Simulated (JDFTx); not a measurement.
Write the native input for JDFTx 1.7.0 (patched build) that does the following.

- Task: relaxation of cell and atoms
- Functional: PBE
- Potentials or basis: SG15-PBE-1.2 with smoothed tails
- Cutoff: 1088 eV
- Density cutoff: 4354 eV
- k mesh: 4 × 4 × 4
- Occupations: fermi-dirac, width 0.05 eV
- Spin: no spin polarisation
- Local potential set to -Z/r beyond: 6 bohr
- Bands: 13
- Density cutoff over wavefunction cutoff: 4
- Max SCF steps: 100
- SCF threshold on the energy: 1e-09 Ha
- Solver of the electrons: scf
- Further solve for the empty bands: no

Crystal: Pb.

```xyz
1
Lattice="0.0000 2.4750 2.4750 2.4750 0.0000 2.4750 2.4750 2.4750 0.0000" Properties=species:S:1:pos:R:3 pbc="T T T"
Pb    0.0000    0.0000    0.0000
```

The input as run:

Pb.in

```
lattice \
    0.0000000000     2.4750200000     2.4750200000 \
    2.4750200000     0.0000000000     2.4750200000 \
    2.4750200000     2.4750200000     0.0000000000
latt-scale 1.889726124626 1.889726124626 1.889726124626
coords-type Lattice
ion Pb     0.0000000000     0.0000000000     0.0000000000 1

ion-species pseudo/Pb.upf
elec-cutoff 40
elec-ex-corr gga-PBE
kpoint-folding 4 4 4
elec-smearing Fermi 0.0018374661
elec-n-bands 13
electronic-SCF nIterations 100 energyDiffThreshold 1e-09
electronic-minimize nIterations 30 energyDiffThreshold 1e-7
forces-output-coords Cartesian
lattice-minimize nIterations 40 energyDiffThreshold 1e-6

dump-name run.$VAR
dump End Ecomponents EigStats BandEigs Kpoints Forces Stress
```

Potentials or basis: SG15-PBE-1.2 with smoothed tails.

Run with:

```bash
$ jdftx -c 1 -i Pb.in -o Pb.out
```

Results of the run:

```json
{"Relaxed volume": "31.60 Å³/atom", "Relaxed cell": "a = 3.549 Å, b = 3.549 Å, c = 3.549 Å, α = 60.00°, β = 60.00°, γ = 60.00°", "Space group after relaxing (to 0.05 Å)": "Fm-3m (No. 225)", "Energy gained by relaxing": "7.2 meV/atom", "Ionic steps": "6", "Pressure after relaxing": "0.0 GPa", "Band gap on the k mesh": "none (metal or under the smearing width)"}
```

Caveat: the k mesh is coarse (spacing up to 0.55 Å⁻¹), so the values aren't converged.

Wall time 48 s on 1 thread of Arm Neoverse V1 (shared host), peak memory 0.05 GiB.
